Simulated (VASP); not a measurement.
**ZnSe (Stilleite): band structure with PBEsol**

**What was measured.**

From “Alloy Disordering Effects on the Thermal Conductivity and Energy Gap Temperature Dependence of Cd1−xZnxSe Ternary Crystals Grown by the Bridgman Method”, 2023, pmc:10253836, for a bulk crystal of ZnSe at 300 K: band gap 2.695 ± 0.003 eV (an exciton energy, a little under the gap).

ZnSe (Stilleite):

```xyz
2
Lattice="0.0000 2.8338 2.8338 2.8338 0.0000 2.8338 2.8338 2.8338 0.0000" Properties=species:S:1:pos:R:3 pbc="T T T"
Se    4.2507    4.2507    4.2507
Zn    0.0000    0.0000    0.0000
```

```
Program                : VASP 6.6.1
Task                   : band structure
Functional             : PBEsol
Potentials or basis    : VASP PAW PBE potentials, release 64 (Se, Zn)
Cutoff                 : 520 eV
k mesh                 : 8 × 8 × 8
Occupations            : fermi-dirac, width 0.05 eV
Spin                   : no spin polarisation
Further INCAR settings : ALGO = Normal; EDIFF = 1e-06; NBANDS = 16
```

```
Band gap on the k mesh  : 1.17 eV, direct
Band gap along the path : 1.17 eV, direct
```

Levels at the corners of the path, in eV from the valence-band top:
```
point  band 7  band 8  band 9  band 10  band 11  band 12
    Γ    0.00    0.00    0.00     1.17     5.73     5.73
    X   -4.79   -2.21   -2.21     2.84     3.37    10.61
    X   -4.79   -2.21   -2.21     2.84     3.37    10.61
    W   -4.72   -2.80   -2.71     5.36     5.52     6.86
    W   -4.72   -2.80   -2.71     5.36     5.52     6.86
    K   -4.75   -3.13   -1.81     3.47     5.52     8.93
    K   -4.75   -3.13   -1.81     3.47     5.52     8.93
    Γ    0.00    0.00    0.00     1.17     5.73     5.73
    Γ    0.00    0.00    0.00     1.17     5.73     5.73
    L   -5.28   -0.88   -0.88     2.44     6.30     6.30
    L   -5.28   -0.88   -0.88     2.44     6.30     6.30
    U   -4.75   -3.13   -1.81     3.47     5.52     8.93
    U   -4.75   -3.13   -1.81     3.47     5.52     8.93
    W   -4.72   -2.80   -2.71     5.36     5.52     6.86
    W   -4.72   -2.80   -2.71     5.36     5.52     6.86
    L   -5.28   -0.88   -0.88     2.44     6.30     6.30
    L   -5.28   -0.88   -0.88     2.44     6.30     6.30
    K   -4.75   -3.13   -1.81     3.47     5.52     8.93
    U   -4.75   -3.13   -1.81     3.47     5.52     8.93
    X   -4.79   -2.21   -2.21     2.84     3.37    10.61
```

Wall time 51 s on 1 thread of Intel(R) Xeon(R) Platinum 8259CL CPU @ 2.50GHz (Skylake/Cascade Lake), with other jobs on the host, peak memory 0.21 GiB.

Against the measured gap of ZnSe, 2.695 eV (an exciton energy, a little under the gap; 300 K; “Alloy Disordering Effects on the Thermal Conductivity and Energy Gap Temperature Dependence of Cd1−xZnxSe Ternary Crystals Grown by the Bridgman Method”, 2023, pmc:10253836), the calculated 1.17 eV is off by -1.52 eV. So large a miss can be the level of theory's own, or it may mean another phase, state or a wrong row. Spin-orbit coupling on Se is left out. The value is that of PBEsol, without temperature or zero-point motion. Semilocal functionals fall short of measured gaps as a rule.

Caveat: the log is that of the step along the path at fixed density, whose energy, stress, charges and moments have no meaning.
